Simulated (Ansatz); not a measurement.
# An interface of Pd on Si, part 2 of 2

Aim: for Si, relax bulk Pd, then strain Pd to the base's plane.

Ansatz 0.2.0; DFT PBE, scalar-relativistic, plane waves, PAW. Earlier steps stand in the parts before.

## 5. The film's bulk on the base's lattice

The (110) plane of Pd is fitted to the (110) plane of Si, a strain of -1.9 % along x and -1.9 % along y; the third vector and the atoms relax.

Contents of input.yaml:

```yaml
crystal:
  lattice:
    - [3.8679403904, 0.0, 0.0]
    - [0.0, 5.4700937585, 0.0]
    - [-1.9339701952, 1.3675234396, 1.4259896549]
  atoms:
    - { symbol: Pd, position: [0.0, 0.5, 0.0] }
    - { symbol: Pd, position: [0.0, 0.0, 0.0] }
basis:
  ecutwfc: 420
kpoints:
  mp_grid: { grid: [9, 7, 24] }
hamiltonian:
  xc: pbe
scf:
  occupations: { method: gaussian, width: 0.1 }
output:
  forces: true
  stress: true
  eigenvalues: true
relax:
  adjacent_minimum: "off"
  f_tol: 0.01
  max_steps: 50
  cell: { fix: [a, b, gamma], stress_tol: 0.1 }
```

On the command line:

```console
$ ansatz run input.yaml --threads 4 --pin off --max-ram 8192MiB --backend cpu --events-out ev --progress --plain --runs-dir out
```

Standard output:

```text
Warning: crystal.symmetry: narrowed to the stabiliser of the k-point mesh — unitary ops 8 → 4; excluded 4 operations that carry a point of the 9×7×24 mesh (shift [0, 0, 0]) off the mesh (the run samples exactly the mesh kpoints.mp_grid names, as under crystal.symmetry.detect: false, and its converged state has the mesh's symmetry, not the crystal's; ε∞, the Born charges and the force constants of a linear response (`dielectric:` by the response, `phonons.method: dfpt`) are averaged over those of the crystal's operations that the state keeps within a tolerance, where `mesh_tensors`, `unaveraged_element` or `gamma_mean_max_change_ev_ang2` stands beside them; a row that `dielectric.field_direction` solves alone is averaged likewise, with nothing beside; a Γ-centred mesh of equal divisions is mapped onto itself by every operation and keeps the whole group, as does a half-shifted one under kpoints.further_shifts: images)
Warning: RAYON_NUM_THREADS=4 ignored (pool sized by the plan → 4); use --threads N
Engine: ansatz 0.2.0, aarch64-unknown-linux-gnu
Pseudopotentials: kind: paw
Pseudopotential: Pd, paw, valence charge 18, recommended cutoff 420 eV (normal), Pd.paw.azcp
Functional definition: PBE
  parameter kappa = 0.804
  parameter beta = 0.06672455060314922
  exchange = pbe_x(kappa = kappa, mu = beta*pi^2/3)
  correlation = pbe_c(beta = beta)
Crystal: 2 atoms, lattice volume = 30.171 Å³
Basis set: ecut = 420 eV, 607 PW (Γ), exchange–correlation on 54×80×40 points (8 copies of the dense FFT grid, shifted against one another)
Bands: 22, of which v1, the nominal top of the filled ones, is band 18 counted from 1 (17 counted from 0)
Symmetry: 4 space group operations
k-points: 757 of 1512
Non-local potential: Pd, projectors of the file, l = 0: 2, l = 1: 2, l = 2: 2, l = 3: 1
PAW form: soft (Blöchl's): semilocal exchange-correlation on the pseudo side does not see the compensation charge
PAW one-centre angular grid: Pd, 590 points (default); XC on 64 Gauss nodes
Initial density: superposition of atomic densities (neutral atoms: chi_scale 0, normalization atom), corrected by the library's trained network
Initial wavefunctions: pseudopotential atomic-orbital guess
Functional: x = pbe(κ = 0.804, μ = 0.2195149727645171), c = pbe(β = 0.06672455060314922)
SCF iter   1: F=—  HF=-13945.690500 eV  |F-HF|=—  |Δ(HF+E_count)|=         —  Δρ=4.70e-3  dr2=3.25e-3  ethr=1.77e-3  ⟨swp⟩=5.0  Hψ=75143  notcnv=0
preconditioner: auto → Kerker (q_TF=auto, 2.810 Å⁻¹)  [metal: Δε(μ)=0.001 eV  Ē_g=9.143 eV  σ=0.100 eV  W_gap=0.00  n_scr=10 (ndim 8)  ℏωp=30.2 eV  f_vac=0.000  D(μ)=4.83/eV (n_scr^D=86)]
SCF iter   2: F=—  HF=-13945.690227 eV  |F-HF|=—  |Δ(HF+E_count)|=   2.73e-4  Δρ=2.26e-3  dr2=6.73e-4  ethr=9.02e-6  ⟨swp⟩=1.0  Hψ=22876  notcnv=0
SCF iter   3: F=—  HF=-13945.690313 eV  |F-HF|=—  |Δ(HF+E_count)|=   8.59e-5  Δρ=4.12e-4  dr2=3.15e-5  ethr=1.87e-6  ⟨swp⟩=2.6  Hψ=23747  notcnv=0
SCF iter   4: F=—  HF=-13945.690309 eV  |F-HF|=—  |Δ(HF+E_count)|=   3.78e-6  Δρ=8.54e-5  dr2=1.14e-6  ethr=8.74e-8  ⟨swp⟩=2.3  Hψ=22877  notcnv=0
SCF iter   5: F=—  HF=-13945.690309 eV  |F-HF|=—  |Δ(HF+E_count)|=   4.02e-7  Δρ=2.37e-5  dr2=1.48e-7  ethr=3.16e-9  ⟨swp⟩=2.1  Hψ=27469  notcnv=0
SCF iter   6: F=-13945.690309 eV  HF=-13945.690309 eV  |F-HF|=1.33e-9  |Δ(HF+E_count)|=   2.50e-8  Δρ=5.48e-6  dr2=6.62e-9  ethr=2.78e-10  ⟨swp⟩=3.7  Hψ=49973  notcnv=0
SCF 1 converged in 6 iterations: F = -13945.690309 eV  dr2 = 6.62e-9
relax step   1: F+E_penalty+E_count = -13945.69030924 eV  Δ(F+E_penalty+E_count) = +0.000e0 eV  max|allowed force component| = 1.420e-29 eV/Å  Δτ_max = 0.0000 Å  P = +2.998 GPa  Ω = 30.171 Å³  fix = [a, b, gamma]  reactions: a +3.226, b +5.496 GPa; gamma -0.042 GPa/rad  (6 SCF iters, dr2 threshold 1.00e-7 eV, accepted)
Crystal: 2 atoms, lattice volume = 30.217 Å³
Initial density: handed on by an earlier stage of this run
Initial wavefunctions: those handed on with the density
iter 1 solved again at ethr=9.45e-8 eV; its pass at ethr=3.10e-3 eV (dr2=3.40e-5 eV) is discarded
SCF iter   1: F=—  HF=-13945.690330 eV  |F-HF|=—  |Δ(HF+E_count)|=         —  Δρ=3.85e-4  dr2=1.93e-5  ethr=9.45e-8  ⟨swp⟩=2.0  Hψ=77680  notcnv=0
preconditioner: auto → Kerker (q_TF=auto, 2.809 Å⁻¹)  [metal: Δε(μ)=0.001 eV  Ē_g=9.122 eV  σ=0.100 eV  W_gap=0.00  n_scr=10 (ndim 8)  ℏωp=30.2 eV  f_vac=0.000  D(μ)=4.86/eV (n_scr^D=90)]
SCF iter   2: F=—  HF=-13945.690326 eV  |F-HF|=—  |Δ(HF+E_count)|=   4.39e-6  Δρ=1.70e-4  dr2=4.22e-6  ethr=5.35e-8  ⟨swp⟩=1.0  Hψ=16654  notcnv=0
SCF iter   3: F=—  HF=-13945.690325 eV  |F-HF|=—  |Δ(HF+E_count)|=   9.61e-7  Δρ=3.73e-5  dr2=2.92e-7  ethr=1.17e-8  ⟨swp⟩=1.0  Hψ=16654  notcnv=0
iter 4 did not close the SCF: its close was put off for the readings that it lacked (scf_convergence_deferred on its scf_iter line)
SCF iter   4: F=-13945.690325 eV  HF=-13945.690325 eV  |F-HF|=1.44e-9  |Δ(HF+E_count)|=   2.67e-8  Δρ=8.50e-6  dr2=1.12e-8  ethr=8.11e-10  ⟨swp⟩=2.4  Hψ=23098  notcnv=0
iter 5 did not close the SCF: its close was put off for the readings that it lacked (scf_convergence_deferred on its scf_iter line)
SCF iter   5: F=-13945.690325 eV  HF=-13945.690325 eV  |F-HF|=4.33e-10  |Δ(HF+E_count)|=  1.89e-10  Δρ=2.79e-6  dr2=1.65e-9  ethr=3.11e-11  ⟨swp⟩=2.2  Hψ=29537  notcnv=0
SCF iter   6: F=-13945.690325 eV  HF=-13945.690325 eV  |F-HF|=1.64e-11  |Δ(HF+E_count)|=  5.33e-10  Δρ=6.10e-7  dr2=7.31e-11  ethr=4.58e-12  ⟨swp⟩=1.0  Hψ=37487  notcnv=0
SCF 2 converged in 6 iterations: F = -13945.690325 eV  dr2 = 7.31e-11
relax step   2: F+E_penalty+E_count = -13945.69032507 eV  Δ(F+E_penalty+E_count) = -1.583e-5 eV  max|allowed force component| = 1.578e-30 eV/Å  Δτ_max = 0.0000 Å  P = +2.735 GPa  Ω = 30.217 Å³  energy of the carried Pulay correction = -1.867e-5 eV  fix = [a, b, gamma]  reactions: a +2.952, b +5.298 GPa; gamma -0.042 GPa/rad  (6 SCF iters, dr2 threshold 1.91e-7 eV, accepted)
Initial wavefunctions: pseudopotential atomic-orbital guess (no wavefunctions were taken with the density)
iter 1 solved again at ethr=3.74e-9 eV; its pass at ethr=3.10e-3 eV (dr2=1.35e-6 eV) is discarded
SCF iter   1: F=—  HF=-13945.690343 eV  |F-HF|=—  |Δ(HF+E_count)|=         —  Δρ=4.41e-6  dr2=1.08e-9  ethr=3.74e-9  ⟨swp⟩=3.1  Hψ=118103  notcnv=0
preconditioner: auto → Kerker (q_TF=auto, 2.809 Å⁻¹)  [metal: Δε(μ)=0.000 eV  Ē_g=9.119 eV  σ=0.100 eV  W_gap=0.00  n_scr=10 (ndim 8)  ℏωp=30.2 eV  f_vac=0.000  D(μ)=4.86/eV (n_scr^D=90)]
SCF iter   2: F=—  HF=-13945.690343 eV  |F-HF|=—  |Δ(HF+E_count)|=   3.73e-7  Δρ=2.13e-6  dr2=2.37e-10  ethr=3.01e-12  ⟨swp⟩=2.0  Hψ=30445  notcnv=0
iter 3 did not close the SCF: its close was put off for the readings that it lacked (scf_convergence_deferred on its scf_iter line)
SCF iter   3: F=-13945.690343 eV  HF=-13945.690343 eV  |F-HF|=1.27e-11  |Δ(HF+E_count)|=  2.78e-10  Δρ=4.33e-7  dr2=1.84e-11  ethr=1.00e-12  ⟨swp⟩=2.6  Hψ=29840  notcnv=0
iter 4 did not close the SCF: its close was put off for the readings that it lacked (scf_convergence_deferred on its scf_iter line)
SCF iter   4: F=-13945.690343 eV  HF=-13945.690343 eV  |F-HF|=1.82e-12  |Δ(HF+E_count)|=  1.82e-11  Δρ=7.68e-8  dr2=1.31e-12  ethr=1.00e-12  ⟨swp⟩=1.0  Hψ=16654  notcnv=0
iter 5 did not close the SCF: its close was put off for the readings that it lacked (scf_convergence_deferred on its scf_iter line)
SCF iter   5: F=-13945.690343 eV  HF=-13945.690343 eV  |F-HF|=0.00e0  |Δ(HF+E_count)|=  1.82e-12  Δρ=2.29e-8  dr2=1.28e-13  ethr=1.00e-12  ⟨swp⟩=1.0  Hψ=16654  notcnv=0
iter 6 did not close the SCF: its close was put off for the readings that it lacked (scf_convergence_deferred on its scf_iter line)
SCF iter   6: F=-13945.690343 eV  HF=-13945.690343 eV  |F-HF|=1.82e-12  |Δ(HF+E_count)|=  1.82e-12  Δρ=5.01e-9  dr2=4.64e-15  ethr=1.00e-12  ⟨swp⟩=1.0  Hψ=16654  notcnv=0
SCF iter   7: F=-13945.690343 eV  HF=-13945.690343 eV  |F-HF|=1.82e-12  |Δ(HF+E_count)|=    0.00e0  Δρ=1.03e-9  dr2=1.53e-16  ethr=1.00e-12  ⟨swp⟩=1.0  Hψ=36336  notcnv=0
SCF 3 converged in 7 iterations: F = -13945.690343 eV  dr2 = 1.53e-16
relax step   3: F+E_penalty+E_count = -13945.69034254 eV  Δ(F+E_penalty+E_count) = -1.747e-5 eV  max|allowed force component| = 3.155e-30 eV/Å  Δτ_max = 0.0000 Å  P = +2.734 GPa  Ω = 30.217 Å³  fix = [a, b, gamma]  reactions: a +2.951, b +5.298 GPa; gamma -0.042 GPa/rad  stress off target by 5.05e-2 GPa on what of the cell is left free  SCF on the basis re-selected at this cell (its energy is not comparable with the rows above)  (7 SCF iters)
basis re-selected at this cell: Δ(F+E_penalty+E_count) = -1.747e-5 eV, ΔP = -0.001 GPa vs the last step (what re-selecting the basis moved, of the pressure what is left beyond the Pulay correction that the steps carried, after the strain that the cell walked since its last selection, with what the two solves' SCF thresholds leave and, on support functions, any second-order correction that the steps lacked; it is no measure of the basis error at this ecutwfc). This SCF's stress stands 5.05e-2 GPa from its target on what of the cell is left free (relax.cell.stress_tol is 1.00e-1 GPa) and its largest allowed force component is 3.16e-30 eV/Å (relax.f_tol is 1.00e-2 eV/Å): within both
SCF converged after 7 iterations
Free energy (F): -13945.690343 eV
Harris-Foulkes:  -13945.690343 eV  (|F-HF|=1.82e-12)
Internal energy: -13945.666025 eV  (E = F + TS)
E sigma→0 (E₀):  -13945.678184 eV
Entropy (-TS):   -0.024317 eV (-12.159 meV/atom)
Fermi energy:    19.188941 eV
--- Per-component energies (eV) ---
  E_band       = -292.559999
  E_kinetic    = 1026.988694
  E_local      = -3567.082585  (includes V_loc(G=0)·N_el)
  E_nonlocal   = 434.334263
  E_hartree    = 1447.551813
  E_xc         = -337.280250
  E_vxc        = -423.158527  (∫ρ·V_xc dr)
  E_paw        = -7500.410173  (= ΣΔE_a)
  E_vpaw       = -658.745886  (= ΣTr[D̂ρ^β])
  E_aug_tail   = 0.000418  (compensation charges beyond the density's cutoff)
  E_ewald      = -5449.768204
  E_smearing   = -0.024317  (= −TS)
  E_closure    = 0.000000  (closes the sum)
  Σ components = -13945.690343   (vs F -13945.690343, Δ=0.00e0)
--- Forces (eV/Å), atoms counted from 1 ---
  atom   1  Pd     0.00000000     0.00000000     0.00000000
  atom   2  Pd     0.00000000     0.00000000     0.00000000
  max |Σ_I F_I| component: 6.31e-30 eV/Å
--- Stress (GPa, compression-positive) ---
        2.950941       0.041690       0.001667
        0.041690       5.297796       0.013847
        0.001667       0.013847      -0.047279
  P = ⅓ Tr σ = 2.7338 GPa (27.338 kbar)
--- Band table (eV; the first three rows and the last of 757) ---
  k-point 0: bands = ["-64.8707", "-64.8061", "-30.7619", "-30.5371", "-30.4993", "-30.4078", "-30.3919", "-30.3632", "12.2155", "13.9857", "14.2664", "16.2032", "16.5292", "16.5812", "17.9088", "18.1259", "19.0857", "19.4322", "19.5173", "22.4052", "29.5071", "32.3136"]
  k-point 1: bands = ["-64.8688", "-64.8068", "-30.7571", "-30.5380", "-30.4958", "-30.4094", "-30.3971", "-30.3759", "12.3699", "14.0739", "14.3406", "16.1590", "16.5665", "16.6281", "17.8669", "18.1405", "18.8726", "19.2151", "19.4338", "22.3796", "29.9660", "32.3209"]
  k-point 2: bands = ["-64.8634", "-64.8088", "-30.7451", "-30.5405", "-30.4849", "-30.4147", "-30.4127", "-30.4110", "12.8134", "14.3322", "14.5556", "16.0457", "16.6433", "16.7661", "17.7575", "18.1058", "18.2197", "18.9351", "19.1956", "22.2599", "31.1522", "32.3418"]
  k-point 756: bands = ["-64.8265", "-64.8186", "-30.7831", "-30.7184", "-30.4764", "-30.4593", "-30.4274", "-30.4150", "14.1738", "14.1847", "16.1124", "16.4387", "16.4693", "16.7552", "18.3659", "18.4865", "18.8794", "19.0733", "20.3442", "20.3829", "26.8485", "27.5685"]
--- Relaxed structure (2 steps of the walk, 2 accepted, 1 SCFs on fresh bases) ---
  F+E_penalty+E_count = -13945.69034254 eV   max|allowed force component| = 3.155e-30 eV/Å   (the final SCF, on the basis selected at the relaxed cell)
  cell:  # Å, volume = 30.2174 Å³
    - [3.867940387450171, -1.5566790712065062e-8, 0.0001510613261227584]
    - [-2.201476654740715e-8, 5.470093642324021, 0.0011273805779156982]
    - [-1.9339145076031148, 1.3678173133094356, 1.4283871794191891]
  atoms:
    - { symbol: Pd, position: [-5.421010862427522e-20, 0.5, -5.421010862427522e-20] }
    - { symbol: Pd, position: [0.0, 0.0, 0.0] }
```

It took 23 s on 4 threads of Arm Neoverse V1, shared host; peak memory 0.69 GiB.

Step by step:

| step | energy from step 1 (eV/cell) | largest force component (eV/Å) | pressure (GPa) | volume (Å³) |
| --- | --- | --- | --- | --- |
| 1 | 0.0000 | 0.0000 | 3.00 | 30.17 |
| 2 | 0.0000 | 0.0000 | 2.73 | 30.22 |
| 3 | 0.0000 | 0.0000 | 2.73 | 30.22 |

Step 1 is the start. Step 3 repeats the geometry before it on a plane-wave basis chosen anew for that cell, so its energy need not be comparable with the rows above.

|  | before | after | change |
| --- | --- | --- | --- |
| a (Å) | 3.868 | 3.868 | 0.0 % |
| b (Å) | 5.470 | 5.470 | 0.0 % |
| c (Å) | 2.765 | 2.766 | 0.0 % |
| β (°) | 134.39 | 134.36 | 0.0 % |
| volume (Å³/atom) | 15.09 | 15.11 | +0.2 % |
| shortest distance (Å) | 2.735 | 2.735 | 0.0 % |
| space group (0.01 Å) | Immm | Immm | same |

## 6. Changed: ecutrho_ratio 12, xc_grid 2, occupations.width 0.001

input.yaml: that of step 5 with these lines changed.

```diff
@@ -10,2 +10,4 @@
   ecutwfc: 420
+  ecutrho_ratio: 12
+  xc_grid: 2
 kpoints:
@@ -15,7 +17,7 @@
 scf:
-  occupations: { method: gaussian, width: 0.1 }
+  occupations: { method: gaussian, width: 0.001 }
 output:
   forces: true
+  eigenvalues: true
   stress: true
-  eigenvalues: true
 relax:
```

On the command line:

```console
$ ansatz run input.yaml --threads 4 --pin off --max-ram 8192MiB --backend cpu --events-out ev --progress --plain --runs-dir out
```

Standard output (excerpt; [...] marks lines left out):

```text
Warning: crystal.symmetry: narrowed to the stabiliser of the k-point mesh — unitary ops 8 → 4; excluded 4 operations that carry a point of the 9×7×24 mesh (shift [0, 0, 0]) off the mesh (the run samples exactly the mesh kpoints.mp_grid names, as under crystal.symmetry.detect: false, and [...]
Warning: RAYON_NUM_THREADS=4 ignored (pool sized by the plan → 4); use --threads N
[...]
Pseudopotentials: kind: paw
Pseudopotential: Pd, paw, valence charge 18, recommended cutoff 420 eV (normal), Pd.paw.azcp
Functional definition: PBE
[...]
Crystal: 2 atoms, lattice volume = 30.171 Å³
Basis set: ecut = 420 eV, 607 PW (Γ), exchange–correlation on 90×128×72 points (8 copies of the dense FFT grid, shifted against one another)
Bands: 22, of which v1, the nominal top of the filled ones, is band 18 counted from 1 (17 counted from 0)
Symmetry: 4 space group operations
k-points: 757 of 1512
[...]
SCF iter   1: F=—  HF=-13945.677204 eV  |F-HF|=—  |Δ(HF+E_count)|=         —  Δρ=5.95e-3  dr2=4.16e-3  ethr=1.77e-3  ⟨swp⟩=6.0  Hψ=70362  notcnv=0
[...]
SCF converged after 6 iterations
Free energy (F): -13945.677802 eV
[...]
E sigma→0 (E₀):  -13945.677801 eV
Entropy (-TS):   -0.000003 eV (-0.001 meV/atom)
Fermi energy:    19.172497 eV
[...]
--- Forces (eV/Å), atoms counted from 1 ---
  atom   1  Pd     0.00000000     0.00000000     0.00000000
  atom   2  Pd     0.00000000     0.00000000     0.00000000
[...]
--- Stress (GPa, compression-positive) ---
        2.858318      -0.048802      -0.012060
       -0.048802       4.755409       0.006429
       -0.012060       0.006429      -0.007203
  P = ⅓ Tr σ = 2.5355 GPa (25.355 kbar)
--- Band table (eV; the first three rows and the last of 757) ---
[... band rows left out ...]
[...]
--- Relaxed structure (3 steps of the walk, 3 accepted, 2 SCFs on fresh bases) ---
  F+E_penalty+E_count = -13945.67780211 eV   max|allowed force component| = 3.155e-30 eV/Å   (the final SCF, on the basis selected at the relaxed cell)
  cell:  # Å, volume = 30.2347 Å³
    - [3.8679402269479684, 8.184630914484205e-8, -0.001124475600009003]
    - [1.1574816042166635e-7, 5.470093700540737, 0.0007962946627501364]
    - [-1.9343846438142225, 1.3677309689198451, 1.429759195493644]
  atoms:
    - { symbol: Pd, position: [0.0, 0.5, 0.0] }
    - { symbol: Pd, position: [0.0, 0.0, 0.0] }
```

Wall time 40 s (4 threads of Arm Neoverse V1, shared host); peak memory 0.77 GiB.

| run | ending | energy change | pressure (GPa) | gap (eV) | force (eV/Å) | cycles | time |
| --- | --- | --- | --- | --- | --- | --- | --- |
| step 5 | converged | 0 | 2.7 | 0.00 | 0.00 | - | 23 s |
| variant | converged | +0.2 meV/atom (σ→0) | 2.5 | 0.00 | 0.00 | - | 40 s |

Changing the numerical grids and smearing leaves the energy as it was (+0.2 meV/atom). Cost: 40 s against 23 s.

The pressure that remains comes from the held plane.

## 7. Single point of the strained film

Contents of input.yaml:

```yaml
crystal:
  lattice:
    - [3.8679403875, -1.56e-08, 0.0001510613]
    - [-2.2e-08, 5.4700936423, 0.0011273806]
    - [-1.9339145076, 1.3678173133, 1.4283871794]
  atoms:
    - { symbol: Pd, position: [0.0, 0.5, 0.0] }
    - { symbol: Pd, position: [0.0, 0.0, 0.0] }
basis:
  ecutwfc: 420
kpoints:
  mp_grid: { grid: [9, 7, 24] }
hamiltonian:
  xc: pbe
scf:
  occupations: { method: gaussian, width: 0.1 }
output:
  forces: true
  stress: true
  eigenvalues: true
```

On the command line:

```console
$ ansatz run input.yaml --threads 4 --pin off --max-ram 8192MiB --backend cpu --events-out ev --progress --plain --runs-dir out
```

Standard output (excerpt; [...] marks lines left out):

```text
[...]
SCF converged after 6 iterations
Free energy (F): -13945.690343 eV
[...]
E sigma→0 (E₀):  -13945.678184 eV
Entropy (-TS):   -0.024317 eV (-12.159 meV/atom)
Fermi energy:    19.188942 eV
[...]
--- Forces (eV/Å), atoms counted from 1 ---
  atom   1  Pd     0.00000000     0.00000000     0.00000000
  atom   2  Pd     0.00000000     0.00000000     0.00000000
[...]
--- Stress (GPa, compression-positive) ---
        2.951053       0.041692       0.001676
        0.041692       5.297866       0.013847
        0.001676       0.013846      -0.047224
  P = ⅓ Tr σ = 2.7339 GPa (27.339 kbar)
--- Band table (eV; the first three rows and the last of 757) ---
  k-point 0: bands = ["-64.8707", "-64.8061", "-30.7619", "-30.5371", "-30.4993", "-30.4078", "-30.3919", "-30.3632", "12.2155", "13.9857", "14.2664", "16.2032", "16.5292", "16.5812", "17.9088", "18.1259", "19.0857", "19.4322", "19.5173", "22.4052", "29.5071", "32.3136"]
[...]
```

It took 6.7 s on 4 threads of Arm Neoverse V1, shared host; peak memory 0.63 GiB.

## 8. Changing settings: mixing.algorithm anderson, mixing.beta 0.05

input.yaml: that of step 7 with these lines changed.

```diff
@@ -16,5 +16,6 @@
   occupations: { method: gaussian, width: 0.1 }
+  mixing: { algorithm: anderson, beta: 0.05 }
 output:
   forces: true
+  eigenvalues: true
   stress: true
-  eigenvalues: true
```

On the command line:

```console
$ ansatz run input.yaml --threads 4 --pin off --max-ram 8192MiB --backend cpu --events-out ev --progress --plain --runs-dir out
```

Standard output (excerpt; [...] marks lines left out):

```text
Warning: RAYON_NUM_THREADS=4 ignored (pool sized by the plan → 4); use --threads N
[...]
Pseudopotentials: kind: paw
Pseudopotential: Pd, paw, valence charge 18, recommended cutoff 420 eV (normal), Pd.paw.azcp
Functional definition: PBE
[...]
Crystal: 2 atoms, lattice volume = 30.217 Å³
Basis set: ecut = 420 eV, 607 PW (Γ), exchange–correlation on 54×80×40 points (8 copies of the dense FFT grid, shifted against one another)
Bands: 22, of which v1, the nominal top of the filled ones, is band 18 counted from 1 (17 counted from 0)
Symmetry: 4 space group operations
Space group: P-1 (ITA 2), of the structure as read, at distance tolerance 3.1e-5 Å
k-points: 757 of 1512
[...]
SCF iter   1: F=—  HF=-13945.690548 eV  |F-HF|=—  |Δ(HF+E_count)|=         —  Δρ=4.71e-3  dr2=3.24e-3  ethr=1.77e-3  ⟨swp⟩=5.0  Hψ=75242  notcnv=0
[...]
SCF iter  11: F=-13945.690343 eV  HF=-13945.690343 eV  |F-HF|=2.06e-10  |Δ(HF+E_count)|=   2.88e-8  Δρ=3.73e-6  dr2=1.70e-9  ethr=2.78e-10  ⟨swp⟩=2.4  Hψ=58057  notcnv=0
[...]
SCF converged after 11 iterations
Stability not checked: this state was not tested for a lower state beside it, because the mixer in use, unlike msr1, does not test its closes by its own steps (another_mixer; see scf.mixing.algorithm and scf.lower_state_search)
Free energy (F): -13945.690343 eV
[...]
E sigma→0 (E₀):  -13945.678184 eV
Entropy (-TS):   -0.024317 eV (-12.159 meV/atom)
Fermi energy:    19.188954 eV
[...]
--- Forces (eV/Å), atoms counted from 1 ---
  atom   1  Pd     0.00000000     0.00000000     0.00000000
  atom   2  Pd     0.00000000     0.00000000     0.00000000
[...]
--- Stress (GPa, compression-positive) ---
        2.951215       0.041668       0.001669
        0.041668       5.297970       0.013851
        0.001670       0.013851      -0.047290
  P = ⅓ Tr σ = 2.7340 GPa (27.340 kbar)
--- Band table (eV; the first three rows and the last of 757) ---
[... band rows left out ...]
[...]
```

Wall time 9.8 s (4 threads of Arm Neoverse V1, shared host); peak memory 0.63 GiB.

| run | ending | energy change | pressure (GPa) | gap (eV) | force (eV/Å) | cycles | time |
| --- | --- | --- | --- | --- | --- | --- | --- |
| step 7 | converged | 0 | 2.7 | 0.00 | 0.00 | 6 | 6.7 s |
| variant | converged | 0.0 meV/atom | 2.7 | 0.00 | 0.00 | 11 | 9.8 s |

With the changed mixing the energy agrees within 0.5 meV/atom. Cost: 11 SCF cycles against 6, 9.8 s against 6.7 s.

## 9. Outcome

The summary covers parts 1 to 2.

```
                                quantity           value
strain of the film in the plane (xx, yy)  -1.9 %, -1.9 %
               strain energy of the film     13 meV/atom
```

In words: Against the measured lattice constant a of Pd, 3.8902 Å (293.15 K; quoted in “Dislocation healing during hydrogen absorption and desorption in palladium”, 2022, arxiv:2204.14071), the calculated 3.942 Å is off by +1.3 %. That is the cell relaxed with PBE. The calculation is for a static lattice.
